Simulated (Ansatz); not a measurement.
Consider ZnSe (Stilleite).

The structure is cubic, space group F-43m (No. 216). Conventional cell: a = 5.668 Å, b = 5.668 Å, c = 5.668 Å, α = 90.00°, β = 90.00°, γ = 90.00°. Nearest to Zn lie 4 Se at 2.45 Å. Se has 4 Zn at 2.45 Å nearest. Farther neighbours and most contacts between anions are not listed.

```xyz
2
Lattice="0.0000 2.8338 2.8338 2.8338 0.0000 2.8338 2.8338 2.8338 0.0000" Properties=species:S:1:pos:R:3 pbc="T T T"
Zn    0.0000    0.0000    0.0000
Se    1.4169    1.4169    1.4169
```

The cell and positions come from the Crystallography Open Database and are kept as given unless a step says otherwise. PAW set soft_2, made with PBE.

Gaps computed with Ansatz 0.2.0 without a self-energy: PBE 1.29 eV, HSE06 2.44 eV and PBE0 3.10 eV.

What gap should G0W0 on PBE give (6×6×6 mesh, 292 empty bands, screening to 200 eV, default PAW files)?

About 2.34 eV: on its mesh the run moves the gap from 1.29 eV by +1.05 eV. Among the scalar-relativistic levels given, HSE06 is nearest (+0.10 eV). Bands and cutoff are finite, so the gap is not at the basis limit. The miss can reach some tenths of an eV and take either sign; the mesh is an error of its own. The many-body steps are scalar-relativistic: spin-orbit coupling is not in them.

[Paths, hosts, dates, memory and timing lines, banners, echoed tables and standing remarks are left out of the program output.]

[Logs are printed without paths, hosts, clocks, repeated set-up lines and the standing remarks that a program may print on its own settings, such as how far it seeks lower states.]

[Runs of the session that timed out or met a known fault of the program may be left out.]

[Cells called generated may have been cut or substituted from an entry of the Crystallography Open Database or the Materials Project.]

[Hosts, paths, dates, database ids (printed as entryN), source tags and the programs' standing remarks are cut or masked in the printed files.]
